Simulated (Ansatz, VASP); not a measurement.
**Ir in VASP and in Ansatz**

```
CELL_PARAMETERS angstrom
0.00000 1.96884 1.96884
1.96884 0.00000 1.96884
1.96884 1.96884 0.00000
ATOMIC_POSITIONS crystal
Ir 0.00000 0.00000 0.00000
```

Alike in both runs: functional BLYP; k mesh 14 × 14 × 14; occupations fermi-dirac, width 0.1 eV; no spin polarisation.

Ansatz relaxed the structure, and its values are those at the end. VASP's run is a single point on that final structure, the one shown.

|  | VASP | Ansatz |
| --- | --- | --- |
| version | VASP 6.6.1 | Ansatz 0.2.0 |
| potentials or method | VASP PAW PBE potentials, release 64 (Ir) | plane waves (420 eV) with PAW, scalar-relativistic |
| plane-wave cutoff (eV) | 520 | 420 |
| valence electrons in the cell | 9 | 17 |

|  | VASP | Ansatz | Ansatz less VASP |
| --- | --- | --- | --- |
| pressure (GPa) | 2.4 | 0.0 | -2.37 |

With one functional, cell and mesh, what is left measures potentials, basis and numerics. The two sets of potentials don't hold the same shells in valence.

Caveats: the PAW data sets were made with another functional, which shifts forces and pressure a little (VASP). Spin-orbit coupling is left out, which matters for the levels of Ir.
